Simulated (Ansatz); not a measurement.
# MgO (Fm-3m) in Ansatz: a series of runs

The runs below take MgO through relaxation of the atoms, atomic charges, with BLYP, RPBE.

Program: Ansatz 0.2.0. These are calculated values, not measurements. Logs are shortened: lines on timing, memory, paths and dates and some standing lists are left out, and cuts for length are marked.

### 1 The undisturbed crystal

Symmetry: Fm-3m, No. 225, cubic system. Conventional cell: a = 4.194 Å, b = 4.194 Å, c = 4.194 Å, α = 90.00°, β = 90.00°, γ = 90.00°. Mg (site symmetry m-3m) has 6 O at 2.10 Å as nearest neighbours. O (site symmetry m-3m) has 6 Mg at 2.10 Å as nearest neighbours.

The cell is a database's computed one.

### 2 Relaxation of the atoms, BLYP (atoms moved at random, drawn with an rms of 0.02 Å)

The input, input.yaml:

```yaml
crystal:
  lattice:
    - [0.0, 2.0970013927, 2.0970013927]
    - [2.0970013927, 0.0, 2.0970013927]
    - [2.0970013927, 2.0970013927, 0.0]
  atoms:
    - { symbol: Mg, position: [-0.007636, 0.006598, 0.002195] }
    - { symbol: O, position: [0.50165, 0.498929, 0.501765] }
hamiltonian:
  xc: blyp
  pseudopotentials: { kind: paw }
kpoints:
  mp_grid: { grid: [8, 8, 8] }
scf:
  occupations: { method: fixed }
output:
  forces: true
  stress: true
  write_density: true
  write_potential: true
  elf: true
  volumetric_format: npy
relax:
  f_tol: 0.01
  max_steps: 40
```

Potentials or basis: Ansatz PAW.

The run is started by

```sh
$ ansatz run input.yaml --threads 1 --pin off --max-ram 2560MiB --backend cpu --events-out ev --progress --plain --runs-dir out
```

Log:

```text
Warning: output.stress: scf.convergence.dr2_threshold = 1e-7 eV (the SCF's general default) is looser than the 2e-10 eV advised for a printed stress (1e-10 eV for each atom of the cell: 2). What an SCF threshold leaves in a stress goes as its square root, and in the free energy as the threshold itself, and one threshold admits the most on a small cell: of the crystals measured, under no hybrid functional and no lock of the moments, on runs that ended without the residual-converged pass, on stresses that held no estimate of that error, the worst erred by over 100 MPa in a component at 1e-7 eV an atom and by under 5 at 1e-10. Every solve of this run answers to scf.convergence.dr2_threshold, and the tensor of one is reported: a single SCF on the reported geometry and on this run's grids (its basis.xc_grid and basis.ecutrho_ratio typed), with scf.convergence.dr2_threshold at 2e-10 eV or tighter, prints it and tightens no other solve. Else set scf.convergence.dr2_threshold to 2e-10 eV or tighter. The threshold is an SCF's pass mark: one that does not reach it within its budget of iterations ends unconverged, or closes short of it on a stop that the run arms, and scf.convergence.dr2_threshold's page says what that costs each kind of run
Warning: RAYON_NUM_THREADS=1 ignored (pool sized by the plan → 1); use --threads N
Engine: ansatz 0.2.0, aarch64-unknown-linux-gnu
Pseudopotentials: kind: paw
Pseudopotential: Mg, paw, valence charge 10, recommended cutoff 420 eV (normal), Mg.paw.azcp
Pseudopotential: O, paw, valence charge 6, recommended cutoff 420 eV (normal), O.paw.azcp
Functional definition: BLYP
  parameter beta = 0.0042
  parameter a = 0.04918
  parameter b = 0.132
  parameter c = 0.2533
  parameter d = 0.349
  exchange = b88_x(beta = beta)
  correlation = lyp_c(a = a, b = b, c = c, d = d)
Crystal: 2 atoms, lattice volume = 18.443 Å³
Basis set: ecut = 420 eV, 339 PW (Γ), exchange–correlation on 40×40×40 points (8 copies of the dense FFT grid, shifted against one another)
Bands: 12, of which v1, the nominal top of the filled ones, is band 8 counted from 1 (7 counted from 0)
Symmetry: 1 space group operations
Space group: P1 (ITA 1), of the structure as read, at distance tolerance 2.6e-5 Å
k-points: 260 of 512 (time reversal used)
Non-local potential: Mg, projectors of the file, l = 0: 3, l = 1: 2, l = 2: 1
Non-local potential: O, projectors of the file, l = 0: 2, l = 1: 2, l = 2: 1
PAW form: soft (Blöchl's): semilocal exchange-correlation on the pseudo side does not see the compensation charge
PAW frozen core: Mg, regenerated for the run's functional, and the local potential with it (the file was generated under x = pbe(κ = 0.804, μ = 0.2195149727645171), c = pbe(β = 0.06672455060314922))
PAW frozen core: O, regenerated for the run's functional, and the local potential with it (the file was generated under x = pbe(κ = 0.804, μ = 0.2195149727645171), c = pbe(β = 0.06672455060314922))
PAW one-centre angular grid: Mg, 110 points (default); XC on 64 Gauss nodes
PAW one-centre angular grid: O, 110 points (default); XC on 64 Gauss nodes
Initial density: superposition of atomic densities (neutral atoms: chi_scale 0, normalization atom), corrected by the library's trained network
Initial wavefunctions: pseudopotential atomic-orbital guess
Functional: x = b88, c = lyp
SCF iter   1: F=—  HF=-2499.399333 eV  |F-HF|=—  |Δ(HF+E_count)|=         —  Δρ=1.94e-2  dr2=4.88e-2  ethr=1.77e-3  ⟨swp⟩=4.6  Hψ=16413  notcnv=0  defer=400
preconditioner: auto → none  [insulator: Δε(μ)=5.302 eV  Ē_g=18.952 eV  n_scr=8 (ndim 8)  ℏωp=24.5 eV  f_vac=0.000  ε∞_Penn≈2.7]
SCF iter   2: F=—  HF=-2499.388707 eV  |F-HF|=—  |Δ(HF+E_count)|=   1.06e-2  Δρ=9.16e-3  dr2=1.14e-2  ethr=3.05e-4  ⟨swp⟩=2.0  Hψ=6585  notcnv=0  defer=518
SCF iter   3: F=—  HF=-2499.385345 eV  |F-HF|=—  |Δ(HF+E_count)|=   3.36e-3  Δρ=9.43e-4  dr2=7.16e-5  ethr=7.13e-5  ⟨swp⟩=2.0  Hψ=4374  notcnv=0  defer=519
SCF iter   4: F=—  HF=-2499.385415 eV  |F-HF|=—  |Δ(HF+E_count)|=   6.98e-5  Δρ=1.13e-4  dr2=1.61e-6  ethr=4.47e-7  ⟨swp⟩=2.0  Hψ=4630  notcnv=0  defer=520
iter 5 did not close the SCF: its close was put off for the readings that it lacked (scf_convergence_deferred on its scf_iter line)
SCF iter   5: F=-2499.385414 eV  HF=-2499.385414 eV  |F-HF|=3.34e-9  |Δ(HF+E_count)|=   5.09e-7  Δρ=1.85e-5  dr2=5.48e-8  ethr=1.01e-8  ⟨swp⟩=3.0  Hψ=5184  notcnv=0  defer=520
SCF iter   6: F=-2499.385414 eV  HF=-2499.385414 eV  |F-HF|=1.39e-9  |Δ(HF+E_count)|=   2.51e-8  Δρ=2.61e-6  dr2=5.03e-10  ethr=3.42e-10  ⟨swp⟩=5.9  Hψ=16784  notcnv=0
SCF 1 converged in 6 iterations: F = -2499.385414 eV  dr2 = 5.03e-10
relax step   1: F+E_penalty+E_count = -2499.38541434 eV  Δ(F+E_penalty+E_count) = +0.000e0 eV  max|allowed force component| = 1.049e-1 eV/Å  Δτ_max = 0.0000 Å  (6 SCF iters, dr2 threshold 2.50e-6 eV, accepted)
Initial density: handed on by an earlier stage of this run
Initial wavefunctions: those handed on with the density
iter 1 solved again at ethr=1.54e-7 eV; its pass at ethr=3.10e-3 eV (dr2=2.47e-5 eV) is discarded
SCF iter   1: F=—  HF=-2499.386005 eV  |F-HF|=—  |Δ(HF+E_count)|=         —  Δρ=4.04e-4  dr2=2.50e-5  ethr=1.54e-7  ⟨swp⟩=1.9  Hψ=12873  notcnv=0  defer=510
preconditioner: auto → none  [insulator: Δε(μ)=5.149 eV  Ē_g=18.813 eV  n_scr=8 (ndim 8)  ℏωp=24.5 eV  f_vac=0.000  ε∞_Penn≈2.7]
SCF iter   2: F=—  HF=-2499.385966 eV  |F-HF|=—  |Δ(HF+E_count)|=   3.97e-5  Δρ=1.71e-4  dr2=3.37e-6  ethr=1.54e-7  ⟨swp⟩=2.1  Hψ=4953  notcnv=0  defer=508
SCF iter   3: F=-2499.385966 eV  HF=-2499.385966 eV  |F-HF|=5.55e-8  |Δ(HF+E_count)|=   6.41e-8  Δρ=2.58e-5  dr2=2.86e-8  ethr=4.30e-9  ⟨swp⟩=8.2  Hψ=18131  notcnv=0
SCF 2 converged in 3 iterations: F = -2499.385966 eV  dr2 = 2.86e-8
  Residual-converged pass: ⟨swp⟩=1.0  Hψ=4164  notcnv=0  max |occ|·‖R‖ = 7.1e-9 eV (tolerance 1.0e-8 eV)  dr2=2.86e-8  dr2_onsite=1.41e-8  max |Δocc| = 0.0e0
relax step   2: F+E_penalty+E_count = -2499.38596572 eV  Δ(F+E_penalty+E_count) = -5.514e-4 eV  max|allowed force component| = 8.741e-2 eV/Å  Δτ_max = 0.0021 Å  (3 SCF iters, dr2 threshold 6.88e-7 eV, accepted)
SCF iter   1: F=—  HF=-2499.387433 eV  |F-HF|=—  |Δ(HF+E_count)|=         —  Δρ=2.03e-3  dr2=6.25e-4  ethr=3.91e-5  ⟨swp⟩=3.2  Hψ=9529  notcnv=0  defer=516
preconditioner: auto → none  [insulator: Δε(μ)=5.149 eV  Ē_g=18.814 eV  n_scr=8 (ndim 8)  ℏωp=24.5 eV  f_vac=0.000  ε∞_Penn≈2.7]
SCF iter   2: F=—  HF=-2499.387269 eV  |F-HF|=—  |Δ(HF+E_count)|=   1.65e-4  Δρ=8.66e-4  dr2=8.68e-5  ethr=3.91e-6  ⟨swp⟩=2.0  Hψ=5610  notcnv=0  defer=519
SCF iter   3: F=—  HF=-2499.387233 eV  |F-HF|=—  |Δ(HF+E_count)|=   3.62e-5  Δρ=1.40e-4  dr2=1.09e-6  ethr=5.42e-7  ⟨swp⟩=2.2  Hψ=5171  notcnv=0  defer=506
SCF iter   4: F=—  HF=-2499.387234 eV  |F-HF|=—  |Δ(HF+E_count)|=   1.57e-6  Δρ=8.91e-5  dr2=9.95e-7  ethr=2.98e-9  ⟨swp⟩=8.6  Hψ=19950  notcnv=0
SCF iter   5: F=-2499.387234 eV  HF=-2499.387234 eV  |F-HF|=1.33e-8  |Δ(HF+E_count)|=   2.36e-7  Δρ=1.83e-5  dr2=2.14e-8  ethr=2.98e-9  ⟨swp⟩=6.4  Hψ=17763  notcnv=0
SCF 3 converged in 5 iterations: F = -2499.387234 eV  dr2 = 2.14e-8
relax step   3: F+E_penalty+E_count = -2499.38723391 eV  Δ(F+E_penalty+E_count) = -1.268e-3 eV  max|allowed force component| = 8.947e-4 eV/Å  Δτ_max = 0.0105 Å  (5 SCF iters, dr2 threshold 4.78e-7 eV, accepted)
iter 1 solved again at ethr=2.20e-10 eV; its pass at ethr=3.10e-3 eV (dr2=3.51e-8 eV) is discarded
SCF iter   1: F=—  HF=-2499.387269 eV  |F-HF|=—  |Δ(HF+E_count)|=         —  Δρ=2.14e-5  dr2=3.54e-8  ethr=2.20e-10  ⟨swp⟩=1.0  Hψ=12482  notcnv=0  defer=206
preconditioner: auto → none  [insulator: Δε(μ)=5.150 eV  Ē_g=18.814 eV  n_scr=8 (ndim 8)  ℏωp=24.5 eV  f_vac=0.000  ε∞_Penn≈2.7]
SCF iter   2: F=-2499.387234 eV  HF=-2499.387234 eV  |F-HF|=8.32e-9  |Δ(HF+E_count)|=   3.52e-5  Δρ=1.43e-5  dr2=1.99e-8  ethr=2.20e-10  ⟨swp⟩=8.0  Hψ=17081  notcnv=0
SCF 4 converged in 2 iterations: F = -2499.387234 eV  dr2 = 1.99e-8
  Residual-converged pass: ⟨swp⟩=1.0  Hψ=4164  notcnv=0  max |occ|·‖R‖ = 7.0e-9 eV (tolerance 1.0e-8 eV)  dr2=1.99e-8  dr2_onsite=5.02e-9  max |Δocc| = 0.0e0
relax step   4: F+E_penalty+E_count = -2499.38723391 eV  Δ(F+E_penalty+E_count) = +3.952e-9 eV  max|allowed force component| = 9.529e-4 eV/Å  Δτ_max = 0.0000 Å  (2 SCF iters, accepted)
NSCF: frozen V_eff on 260 k-points
the band table was solved once a step of the walk had ended and its energy, with any forces and stress, was formed, with the checks that follow a solve (20969 applications of the Hamiltonian). They found nothing against the state; the energy, forces and stress were not computed again (output.eigenvalues in the input reference)
SCF converged after 2 iterations
Free energy (F): -2499.387234 eV
Harris-Foulkes:  -2499.387234 eV  (|F-HF|=8.32e-9)
Internal energy: -2499.387234 eV  (E = F + TS)
E sigma→0 (E₀):  -2499.387234 eV
Fermi energy:    8.606567 eV
--- Per-component energies (eV) ---
  E_band       = -287.228706
  E_kinetic    = 256.994684
  E_local      = -1593.193274  (includes V_loc(G=0)·N_el)
  E_nonlocal   = 140.054064
  E_hartree    = 553.063111
  E_xc         = -104.271579
  E_vxc        = -133.321233  (∫ρ·V_xc dr)
  E_paw        = -457.123171  (= ΣΔE_a)
  E_vpaw       = -63.892589  (= ΣTr[D̂ρ^β])
  E_aug_tail   = 0.002586  (compensation charges beyond the density's cutoff)
  E_ewald      = -1294.918650
  E_core_change = 0.004995  (= ΣΔE_core)
  E_smearing   = -0.000000  (= −TS)
  E_closure    = 0.000000  (closes the sum)
  Σ components = -2499.387234   (vs F -2499.387234, Δ=0.00e0)
--- Forces (eV/Å), atoms counted from 1 ---
  atom   1  Mg    -0.00073005     0.00091612     0.00006235
  atom   2  O      0.00082332    -0.00098960    -0.00007626
  max |Σ_I F_I| component: 9.33e-5 eV/Å
--- Stress (GPa, compression-positive) ---
        9.173654       0.000010       0.000002
        0.000010       9.173662      -0.000002
        0.000002      -0.000002       9.173650
  P = ⅓ Tr σ = 9.1737 GPa (91.737 kbar)
--- Band table (eV; the first three rows and the last of 260) ---
  k-point 0: bands = ["-63.8598", "-30.7652", "-30.7652", "-30.7652", "-8.6044", "8.6066", "8.6066", "8.6066", "13.7561", "24.6434", "24.6434", "24.6434"]
  k-point 1: bands = ["-63.8585", "-30.7781", "-30.7665", "-30.7665", "-8.4338", "7.6874", "8.5029", "8.5029", "14.6366", "23.0854", "25.0054", "25.0054"]
  k-point 2: bands = ["-63.8552", "-30.8091", "-30.7695", "-30.7695", "-7.9914", "6.0023", "8.2636", "8.2636", "16.0796", "21.5684", "25.5046", "25.5046"]
  k-point 259: bands = ["-63.8507", "-30.8525", "-30.7739", "-30.7739", "-7.2666", "4.0413", "7.9487", "7.9487", "16.9461", "21.5442", "25.1668", "25.1668"]
--- Relaxed structure (4 steps of the walk, 4 accepted, 0 SCFs on fresh bases) ---
  F+E_penalty+E_count = -2499.38723391 eV   max|allowed force component| = 9.529e-4 eV/Å
  atoms:
    - { symbol: Mg, position: [-0.0030342091801062662, 0.0028012358019454267, 0.0019780051118101286] }
    - { symbol: O, position: [0.49704820918010634, 0.5027257641980547, 0.5019819948881898] }
```

Wall time 19 s (1 thread of Arm Neoverse V2, shared host); peak memory 0.35 GiB.

What came out:

- Free energy: -2499.3872 eV
- Energy gained by relaxing: 0.9 meV/atom
- Ionic steps: 4
- Pressure after relaxing: 9.2 GPa
- Band gap on the k mesh: 5.15 eV, direct

The path:
| step | energy change (eV) | largest force (eV/Å) |
| --- | --- | --- |
| 1 | 0.0000 | 0.1434 |
| 2 | -0.0006 | 0.1196 |
| 3 | -0.0018 | 0.0013 |
| 4 | -0.0018 | 0.0013 |

Final structure:
```yaml
crystal:
  lattice:
    - [0.00000, 2.09700, 2.09700]
    - [2.09700, 0.00000, 2.09700]
    - [2.09700, 2.09700, 0.00000]
  atoms:
    - { symbol: Mg, position: [0.99697, 0.00280, 0.00198] }
    - { symbol: O, position: [0.49705, 0.50273, 0.50198] }
```

Caveat: the pressure holds a Pulay correction of +0.7 GPa for the finite cutoff; the PAW data sets come from PBE, with cores solved anew for the run's functional, which leaves a small shift of forces and pressure; the thresholds are loose for stress.

### 3 Atomic charges, RPBE (volume scaled by 1.15)

The input, input.yaml:

```yaml
crystal:
  lattice:
    - [0.0, 2.1970064521, 2.1970064521]
    - [2.1970064521, 0.0, 2.1970064521]
    - [2.1970064521, 2.1970064521, 0.0]
  atoms:
    - { symbol: Mg, position: [0.0, 0.0, 0.0] }
    - { symbol: O, position: [0.5, 0.5, 0.5] }
hamiltonian:
  xc: rpbe
  pseudopotentials: { kind: paw, accuracy: standard }
kpoints:
  mp_grid: { grid: [11, 11, 11] }
scf:
  occupations: { method: cold, width: 0.1 }
output:
  forces: true
  stress: true
  eigenvalues: true
  bader: true
  populations: true
basis:
  xc_grid: 4
```

Potentials or basis: SSSP efficiency PAW.

The run is started by

```sh
$ ansatz run input.yaml --threads 1 --pin off --max-ram 2560MiB --backend cpu --events-out ev --progress --plain --runs-dir out
```

It took 14 s on 1 thread of Arm Neoverse V2, shared host; peak memory 0.53 GiB.

It converged, with:

```
Free energy            : -1032.1339 eV
Pressure               : -8.9 GPa
Band gap on the k mesh : 3.70 eV, direct
Bader charges          : Mg +1.73; O -1.73 e
```

Levels at points of the mesh, in eV from the valence-band top:
```tsv
k point	band 2	band 3	band 4	band 5	band 6	band 7
(0.00, 0.00, 0.00)	0.00	0.00	0.00	3.70	15.18	15.18
```

Caveat: odd divisions of the mesh miss points on the zone boundary, where band edges often lie, so the gap on the mesh can be too wide.
